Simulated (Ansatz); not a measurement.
## BN: input, output and frames of a trajectory

Method: DFT PBE, scalar-relativistic, plane waves, PAW (Ansatz). The runs took a 420 eV cutoff, a shifted (0.5, 0.5, 0.5 steps) 2×2×2 mesh and Fermi–Dirac smearing (0.039 eV). The mesh is coarse. No spin polarisation.

16 atoms, starting at 1.01 times the perfect crystal's volume (space group P6_3mc, the cell as given, not relaxed at this level); Langevin thermostat at 450 K (friction 0.02 fs⁻¹), fixed cell; 69 steps of 0.75 fs. The run is short and not equilibrated.

The run converged.

Command:
```bash
ansatz run input.yaml --threads 4 --pin off --max-ram 5120MiB --backend cpu --events-out ev --progress --plain --runs-dir out
```

Input:
```yaml
crystal:
  lattice:
    - [-1.2812122566, -2.2191247237, 4.2408978108]
    - [-1.2812122566, -2.2191247237, -4.2408978108]
    - [5.1248490264, 1.0e-10, 0.0]
  atoms:
    - { symbol: B, position: [0.8331953333, 0.8334713333, 0.1666666667] }
    - { symbol: B, position: [0.8331953333, 0.8334713333, 0.6666666667] }
    - { symbol: B, position: [0.3331953333, 0.3334713333, 0.1666666667] }
    - { symbol: B, position: [0.3331953333, 0.3334713333, 0.6666666667] }
    - { symbol: B, position: [0.4165286667, 0.9168046667, 0.8333333333] }
    - { symbol: B, position: [0.4165286667, 0.9168046667, 0.3333333333] }
    - { symbol: B, position: [0.9165286667, 0.4168046667, 0.8333333333] }
    - { symbol: B, position: [0.9165286667, 0.4168046667, 0.3333333333] }
    - { symbol: "N", position: [0.6459713333, 0.0206953333, 0.1666666667] }
    - { symbol: "N", position: [0.6459713333, 0.0206953333, 0.6666666667] }
    - { symbol: "N", position: [0.1459713333, 0.5206953333, 0.1666666667] }
    - { symbol: "N", position: [0.1459713333, 0.5206953333, 0.6666666667] }
    - { symbol: "N", position: [0.2293046667, 0.1040286667, 0.8333333333] }
    - { symbol: "N", position: [0.2293046667, 0.1040286667, 0.3333333333] }
    - { symbol: "N", position: [0.7293046667, 0.6040286667, 0.8333333333] }
    - { symbol: "N", position: [0.7293046667, 0.6040286667, 0.3333333333] }
basis:
  ecutwfc: 420
kpoints:
  mp_grid: { grid: [2, 2, 2], shift: [0.5, 0.5, 0.5] }
hamiltonian:
  xc: pbe
scf:
  occupations: { method: fermi_dirac, width: 0.0388 }
  lower_state_search: "off"
  convergence: { dr2_threshold: 1.0e-07 }
output:
  forces: true
  stress: true
md:
  timestep: 0.75
  n_steps: 69
  ensemble: nvt_langevin
  temperature: 450.0
  initial_velocities: maxwell_boltzmann
  seed: 77865
  friction: 0.02
```

Output (its end):
```
...
SCF 70 converged in 6 iterations: F = -4337.164676 eV  dr2 = 1.49e-8
md step    69: t =    51.75 fs T =   319.6 K  F+E_penalty+E_count = -4337.16467641 eV  E_kin = 0.660951 eV  P_inst = -1.5042 GPa (6 SCF iters)
SCF converged after 6 iterations
Free energy (F): -4337.164676 eV
Harris-Foulkes:  -4337.164676 eV  (|F-HF|=8.76e-9)
Internal energy: -4337.164676 eV  (E = F + TS)
E sigma→0 (E₀):  -4337.164676 eV
Fermi energy:    13.415304 eV
--- Per-component energies (eV) ---
  E_band       = 197.044616
  E_kinetic    = 1475.524534
  E_local      = -1427.855214  (includes V_loc(G=0)·N_el)
  E_nonlocal   = 452.301615
  E_hartree    = 401.312468
  E_xc         = -745.426648
  E_vxc        = -927.029027  (∫ρ·V_xc dr)
  E_paw        = -1650.669934  (= ΣΔE_a)
  E_vpaw       = -178.521848  (= ΣTr[D̂ρ^β])
  E_aug_tail   = 0.000807  (compensation charges beyond the density's cutoff)
  E_ewald      = -2842.352303
  E_smearing   = -0.000000  (= −TS)
  E_closure    = -0.000000  (closes the sum)
  Σ components = -4337.164676   (vs F -4337.164676, Δ=0.00e0)
--- Forces (eV/Å), atoms counted from 1 ---
  atom   1  B      0.28164747     0.48565941    -0.93147671
  atom   2  B      0.04245775     0.08767246     0.17553333
  atom   3  B      0.72225892    -2.44043999    -0.26804392
  atom   4  B      1.38690628    -0.88676481     2.76173785
  atom   5  B      0.77785562     0.05525764     1.03162448
  atom   6  B     -1.92540690     0.74635836    -0.80166348
  atom   7  B     -0.51456046    -0.46894379     1.51114159
  atom   8  B     -0.35581234     1.59734983     1.42201375
  atom   9  N      1.29007760    -1.79481652     0.71087106
  atom  10  N     -0.54784632    -0.35049352    -0.19400158
  atom  11  N      0.27571194     0.81213691    -1.34245486
  atom  12  N     -0.06651954     0.16190848    -3.26725311
  atom  13  N      0.98313798     1.59622547    -0.83341783
  atom  14  N     -2.16266076     1.82920026     0.73843892
  atom  15  N     -1.13720794    -0.87627008     0.12271926
  atom  16  N      0.94995809    -0.55404205    -0.83576502
  max |Σ_I F_I| component: 3.75e-6 eV/Å
--- Stress (GPa, compression-positive) ---
       -2.888657       0.971185      -0.483626
        0.971192      -2.806398       0.444192
       -0.483629       0.444192      -1.013298
  P = ⅓ Tr σ = -2.2361 GPa (-22.361 kbar)
--- MD trajectory: 69 steps, t = 0.0 → 51.8 fs ---
  final state: T = 319.6 K   F+E_penalty+E_count = -4337.16467641 eV   E_kin = 0.660951 eV
```

Frames along the run (Å, eV/Å; dE is the potential energy from the first frame):

```xyz
16
Lattice="-1.281 -2.219 4.241 -1.281 -2.219 -4.241 5.125 0.000 0.000" Properties=species:S:1:pos:R:3:forces:R:3 pbc="T T T" time_fs=0.00 dE_eV=0.0000 T_K=422
B    -1.281   -3.699   -0.001    0.041   -0.024    0.043
B     1.281   -3.699   -0.001    0.041   -0.024    0.043
B     0.000   -1.479   -0.001    0.041   -0.024    0.043
B     2.562   -1.479   -0.001    0.041   -0.024    0.043
B     2.562   -2.959   -2.122   -0.041    0.024    0.043
B     0.000   -2.959   -2.122   -0.041    0.024    0.043
B     2.562   -2.959    2.119   -0.041    0.024    0.043
B     0.000   -2.959    2.119   -0.041    0.024    0.043
N     0.000   -1.479    2.652    0.067   -0.038   -0.043
N     2.562   -1.479    2.652    0.067   -0.038   -0.043
N     0.000   -1.479   -1.589    0.067   -0.038   -0.043
N     2.562   -1.479   -1.589    0.067   -0.038   -0.043
N     3.844   -0.740    0.531   -0.067    0.038   -0.043
N     1.281   -0.740    0.531   -0.067    0.038   -0.043
N     2.562   -2.959    0.531   -0.067    0.038   -0.043
N     0.000   -2.959    0.531   -0.067    0.038   -0.043
16
Lattice="-1.281 -2.219 4.241 -1.281 -2.219 -4.241 5.125 0.000 0.000" Properties=species:S:1:pos:R:3:forces:R:3 pbc="T T T" time_fs=4.50 dE_eV=0.3668 T_K=236
B    -1.312   -3.705   -0.023    0.518    0.461    1.155
B     1.267   -3.719   -0.023    0.497    0.583    0.919
B     0.029   -1.520    0.008   -0.616    1.279   -0.306
B     2.542   -1.443   -0.003    1.152   -1.121    0.336
B     2.585   -2.946   -2.082   -0.684   -0.463   -0.952
B    -0.041   -2.938   -2.124    1.410   -0.237    0.027
B     2.539   -2.956    2.125    0.678    0.660   -0.126
B    -0.008   -2.992    2.106    0.691    0.941    0.270
N     0.012   -1.497    2.670   -0.386    0.631   -0.640
N     2.560   -1.466    2.661   -0.211    0.032   -0.337
N     0.018   -1.443   -1.604   -0.943   -1.640    0.413
N     2.584   -1.478   -1.586   -0.594   -0.183    0.325
N     3.846   -0.733    0.526    0.229   -0.440    0.383
N     1.300   -0.748    0.506   -1.305    0.875    0.917
N     2.525   -2.942    0.560    0.891   -0.430   -1.273
N     0.029   -2.947    0.556   -1.327   -0.947   -1.111
16
Lattice="-1.281 -2.219 4.241 -1.281 -2.219 -4.241 5.125 0.000 0.000" Properties=species:S:1:pos:R:3:forces:R:3 pbc="T T T" time_fs=9.00 dE_eV=0.7982 T_K=140
B    -1.338   -3.708   -0.029    0.957    0.616    1.438
B     1.263   -3.722   -0.032    0.564    0.658    1.162
B     0.047   -1.530    0.004   -0.836    1.439   -0.027
B     2.538   -1.428   -0.006    1.561   -1.360    0.608
B     2.596   -2.956   -2.067   -0.787   -0.146   -1.231
B    -0.052   -2.917   -2.125    1.552   -0.658   -0.051
B     2.532   -2.936    2.130    0.488    0.544   -0.250
B    -0.004   -3.027    2.102    1.114    1.814    0.358
N     0.017   -1.511    2.681   -0.578    1.126   -1.072
N     2.549   -1.452    2.647    0.064   -0.001    0.142
N     0.023   -1.422   -1.613   -1.454   -2.375    0.672
N     2.586   -1.472   -1.563   -0.423   -0.579   -0.258
N     3.859   -0.727    0.531    0.274   -0.794    0.288
N     1.315   -0.743    0.492   -2.221    1.168    1.472
N     2.487   -2.917    0.572    1.958   -0.971   -1.648
N     0.054   -2.964    0.567   -2.234   -0.480   -1.603
16
Lattice="-1.281 -2.219 4.241 -1.281 -2.219 -4.241 5.125 0.000 0.000" Properties=species:S:1:pos:R:3:forces:R:3 pbc="T T T" time_fs=12.75 dE_eV=0.7357 T_K=208
B    -1.356   -3.704   -0.012    1.494    0.399    0.857
B     1.267   -3.722   -0.032    0.124    0.616    1.058
B     0.044   -1.514   -0.009   -0.645    0.788    0.608
B     2.562   -1.442   -0.005    0.496   -0.489    0.917
B     2.597   -2.961   -2.067   -0.465    0.071   -1.118
B    -0.033   -2.908   -2.118    0.609   -0.868   -0.307
B     2.540   -2.918    2.122   -0.076    0.051    0.045
B     0.009   -3.038    2.100    0.709    2.043    0.662
N     0.020   -1.506    2.683   -0.755    0.923   -0.873
N     2.535   -1.439    2.634    0.729   -0.351    0.637
N     0.011   -1.424   -1.611   -0.854   -1.770    0.548
N     2.583   -1.473   -1.538    0.013   -0.512   -1.263
N     3.873   -0.730    0.541    0.079   -0.713   -0.061
N     1.305   -0.732    0.499   -1.605    0.686    1.184
N     2.471   -2.906    0.566    2.347   -1.220   -1.274
N     0.051   -2.988    0.568   -2.197    0.345   -1.620
16
Lattice="-1.281 -2.219 4.241 -1.281 -2.219 -4.241 5.125 0.000 0.000" Properties=species:S:1:pos:R:3:forces:R:3 pbc="T T T" time_fs=17.25 dE_eV=0.5896 T_K=335
B    -1.353   -3.691    0.020    1.613    0.041   -0.314
B     1.263   -3.725   -0.035   -0.074    0.681    1.047
B     0.033   -1.484   -0.014   -0.251   -0.146    0.796
B     2.605   -1.481    0.011   -0.958    1.153    0.299
B     2.596   -2.966   -2.085    0.102    0.539   -0.459
B     0.012   -2.900   -2.110   -1.047   -0.934   -0.634
B     2.558   -2.901    2.095   -0.568   -0.715    0.943
B     0.023   -3.010    2.107    0.293    1.320    0.958
N     0.027   -1.481    2.672   -0.813    0.054   -0.177
N     2.533   -1.427    2.626    1.424   -1.008    0.816
N     0.005   -1.455   -1.604   -0.042    0.192    0.336
N     2.590   -1.476   -1.519    0.105   -0.111   -2.157
N     3.888   -0.747    0.552   -0.460   -0.041   -0.477
N     1.271   -0.709    0.520    0.066   -0.307    0.587
N     2.482   -2.894    0.549    1.742   -1.802   -0.467
N     0.021   -3.010    0.560   -1.130    1.086   -1.097
16
Lattice="-1.281 -2.219 4.241 -1.281 -2.219 -4.241 5.125 0.000 0.000" Properties=species:S:1:pos:R:3:forces:R:3 pbc="T T T" time_fs=21.75 dE_eV=0.6358 T_K=305
B    -1.330   -3.690    0.052    1.043   -0.065   -1.290
B     1.254   -3.714   -0.037    0.246    0.452    0.915
B     0.024   -1.467   -0.005   -0.230   -0.545    0.372
B     2.629   -1.502    0.028   -1.278    1.902   -0.512
B     2.589   -2.966   -2.111    0.643    0.768    0.284
B     0.043   -2.890   -2.102   -1.783   -0.981   -0.659
B     2.557   -2.898    2.077   -0.078   -0.971    1.486
B     0.055   -2.955    2.135   -0.770    0.073    0.279
N     0.035   -1.457    2.662   -0.639   -0.583    0.292
N     2.555   -1.423    2.629    1.008   -1.230    0.559
N    -0.004   -1.470   -1.602    0.871    1.613    0.672
N     2.604   -1.475   -1.527   -0.231    0.283   -1.840
N     3.893   -0.747    0.557   -0.950    0.269   -0.725
N     1.242   -0.692    0.554    1.238   -1.186   -0.256
N     2.525   -2.903    0.531    0.174   -1.585    0.198
N    -0.017   -3.019    0.536    0.738    1.786    0.225
16
Lattice="-1.281 -2.219 4.241 -1.281 -2.219 -4.241 5.125 0.000 0.000" Properties=species:S:1:pos:R:3:forces:R:3 pbc="T T T" time_fs=25.50 dE_eV=0.6869 T_K=322
B    -1.296   -3.689    0.061   -0.230   -0.182   -1.650
B     1.244   -3.689   -0.018    0.822   -0.061    0.177
B     0.022   -1.472    0.005   -0.524   -0.144   -0.150
B     2.628   -1.499    0.045   -1.113    1.633   -1.033
B     2.591   -2.951   -2.131    0.484    0.426    0.715
B     0.045   -2.895   -2.107   -1.221   -0.466   -0.066
B     2.547   -2.911    2.081    0.870   -0.495    1.399
B     0.074   -2.901    2.162   -1.495   -1.287   -0.450
N     0.040   -1.447    2.651   -0.308   -0.431    0.616
N     2.584   -1.424    2.639   -0.053   -1.049    0.199
N    -0.002   -1.462   -1.594    1.094    1.444    0.600
N     2.614   -1.474   -1.557   -0.615    0.671   -0.702
N     3.884   -0.741    0.554   -0.910    0.457   -0.666
N     1.229   -0.681    0.577    1.803   -1.733   -0.940
N     2.561   -2.915    0.522   -0.934   -0.915    0.610
N    -0.047   -3.006    0.511    2.329    2.132    1.342
16
Lattice="-1.281 -2.219 4.241 -1.281 -2.219 -4.241 5.125 0.000 0.000" Properties=species:S:1:pos:R:3:forces:R:3 pbc="T T T" time_fs=30.00 dE_eV=0.6628 T_K=286
B    -1.262   -3.684    0.040   -1.284   -0.299   -1.004
B     1.243   -3.657   -0.004    1.488   -0.674   -0.214
B     0.017   -1.486    0.020   -0.588    0.762   -0.661
B     2.630   -1.470    0.053   -1.451    0.027   -1.128
B     2.613   -2.932   -2.131   -0.298    0.047    0.398
B     0.036   -2.902   -2.113   -0.167    0.047    0.378
B     2.560   -2.918    2.118    1.179   -0.132    0.147
B     0.067   -2.866    2.179   -1.280   -2.376   -0.971
N     0.051   -1.448    2.661   -0.011    0.304    0.255
N     2.621   -1.429    2.657   -1.168   -0.422   -0.340
N     0.008   -1.439   -1.573    1.050    0.382    0.064
N     2.621   -1.468   -1.605   -0.850    0.951    0.898
N     3.862   -0.731    0.532   -0.208    0.529    0.336
N     1.222   -0.680    0.580    2.266   -1.654   -0.957
N     2.579   -2.949    0.512   -0.981    0.920    0.974
N    -0.046   -2.973    0.500    2.307    1.588    1.822
16
Lattice="-1.281 -2.219 4.241 -1.281 -2.219 -4.241 5.125 0.000 0.000" Properties=species:S:1:pos:R:3:forces:R:3 pbc="T T T" time_fs=34.50 dE_eV=0.6360 T_K=313
B    -1.255   -3.682   -0.007   -0.872    0.126    0.798
B     1.274   -3.645    0.013    0.941   -0.756   -0.317
B     0.007   -1.498    0.027   -0.077    1.591   -0.606
B     2.619   -1.447    0.037   -1.373   -0.948   -0.608
B     2.638   -2.929   -2.123   -0.917    0.046   -0.036
B     0.031   -2.904   -2.130    0.742    0.148    0.911
B     2.597   -2.921    2.166    0.581    0.286   -1.154
B     0.044   -2.874    2.186   -0.318   -1.862   -1.384
N     0.072   -1.450    2.678   -0.264    0.538   -0.612
N     2.650   -1.438    2.663   -1.493    0.308   -0.205
N     0.026   -1.413   -1.547    0.859   -0.947   -0.541
N     2.633   -1.450   -1.648   -1.106    0.297    2.382
N     3.848   -0.732    0.518    0.406    0.636    0.904
N     1.244   -0.686    0.573    1.745   -1.259   -1.076
N     2.579   -2.974    0.536   -0.083    1.894    0.126
N    -0.026   -2.932    0.511    1.230   -0.097    1.419
16
Lattice="-1.281 -2.219 4.241 -1.281 -2.219 -4.241 5.125 0.000 0.000" Properties=species:S:1:pos:R:3:forces:R:3 pbc="T T T" time_fs=39.00 dE_eV=0.6283 T_K=318
B    -1.263   -3.666   -0.056    0.184   -0.046    2.700
B     1.318   -3.630    0.026   -0.332   -1.224   -0.185
B     0.001   -1.485    0.025    0.281    1.554    0.148
B     2.580   -1.445   -0.005    0.102   -0.498    0.362
B     2.648   -2.939   -2.114   -1.085    0.514   -0.511
B     0.040   -2.911   -2.119    1.022    0.060    0.349
B     2.641   -2.916    2.168   -0.623    0.232   -1.070
B     0.017   -2.914    2.179    0.966   -0.165   -1.518
N     0.080   -1.441    2.688   -0.469    0.036   -1.602
N     2.659   -1.443    2.665   -1.132    0.603    0.145
N     0.050   -1.402   -1.523    0.099   -1.633   -1.345
N     2.634   -1.434   -1.660   -0.798   -0.409    2.650
N     3.844   -0.733    0.531    0.517    0.670    0.298
N     1.290   -0.705    0.554    0.414   -0.242   -0.570
N     2.589   -2.974    0.557    0.392    1.778   -0.729
N    -0.005   -2.901    0.522    0.463   -1.231    0.876
16
Lattice="-1.281 -2.219 4.241 -1.281 -2.219 -4.241 5.125 0.000 0.000" Properties=species:S:1:pos:R:3:forces:R:3 pbc="T T T" time_fs=43.50 dE_eV=0.6071 T_K=384
B    -1.256   -3.660   -0.056    0.740   -0.046    2.136
B     1.351   -3.617    0.033   -1.127   -1.483   -0.062
B     0.004   -1.442    0.021    0.499    0.422    0.794
B     2.552   -1.437   -0.053    1.663   -0.305    1.223
B     2.646   -2.941   -2.117   -0.823    0.807   -0.422
B     0.076   -2.925   -2.091    0.294    0.175   -0.442
B     2.670   -2.911    2.124   -1.110    0.019    0.386
B     0.009   -2.945    2.149    1.729    1.096   -0.896
N     0.073   -1.421    2.669   -0.135   -0.708   -0.814
N     2.654   -1.438    2.667   -0.420    0.206    0.331
N     0.080   -1.408   -1.510   -0.871   -1.378   -2.074
N     2.638   -1.428   -1.634   -0.550   -0.420    1.217
N     3.846   -0.728    0.551    0.716    1.049   -0.645
N     1.341   -0.725    0.535   -1.112    0.905    0.185
N     2.615   -2.951    0.561    0.072    0.939   -1.120
N     0.008   -2.886    0.537    0.434   -1.278    0.206
16
Lattice="-1.281 -2.219 4.241 -1.281 -2.219 -4.241 5.125 0.000 0.000" Properties=species:S:1:pos:R:3:forces:R:3 pbc="T T T" time_fs=47.25 dE_eV=0.7070 T_K=363
B    -1.237   -3.663   -0.023    0.604    0.233    0.704
B     1.356   -3.629    0.037   -0.831   -0.807   -0.047
B     0.013   -1.391    0.028    0.728   -1.046    0.563
B     2.554   -1.422   -0.089    2.049   -0.724    2.380
B     2.634   -2.932   -2.125   -0.309    0.637    0.077
B     0.111   -2.944   -2.070   -0.868    0.602   -0.790
B     2.677   -2.905    2.093   -0.871   -0.270    1.361
B     0.029   -2.959    2.120    0.960    1.459    0.153
N     0.055   -1.403    2.650    0.759   -1.452    0.172
N     2.657   -1.433    2.671   -0.204   -0.425    0.391
N     0.085   -1.431   -1.509   -0.609   -0.367   -2.300
N     2.639   -1.432   -1.592   -0.379    0.075   -1.172
N     3.848   -0.725    0.558    0.889    1.647   -0.947
N     1.377   -0.734    0.532   -2.014    1.588    0.472
N     2.640   -2.927    0.553   -0.682   -0.019   -0.938
N     0.016   -2.881    0.545    0.776   -1.130   -0.077
16
Lattice="-1.281 -2.219 4.241 -1.281 -2.219 -4.241 5.125 0.000 0.000" Properties=species:S:1:pos:R:3:forces:R:3 pbc="T T T" time_fs=51.75 dE_eV=0.9075 T_K=320
B    -1.216   -3.667    0.033    0.282    0.486   -0.931
B     1.339   -3.645    0.030    0.042    0.088    0.176
B     0.033   -1.340    0.046    0.722   -2.440   -0.268
B     2.588   -1.416   -0.083    1.387   -0.887    2.762
B     2.610   -2.909   -2.134    0.778    0.055    1.032
B     0.139   -2.959   -2.056   -1.925    0.746   -0.802
B     2.678   -2.908    2.083   -0.515   -0.469    1.511
B     0.070   -2.962    2.100   -0.356    1.597    1.422
N     0.044   -1.395    2.640    1.290   -1.795    0.711
N     2.671   -1.446    2.689   -0.548   -0.350   -0.194
N     0.076   -1.465   -1.530    0.276    0.812   -1.342
N     2.637   -1.428   -1.547   -0.067    0.162   -3.267
N     3.855   -0.706    0.561    0.983    1.596   -0.833
N     1.401   -0.737    0.536   -2.163    1.829    0.738
N     2.657   -2.900    0.534   -1.137   -0.876    0.123
N     0.032   -2.889    0.570    0.950   -0.554   -0.836
```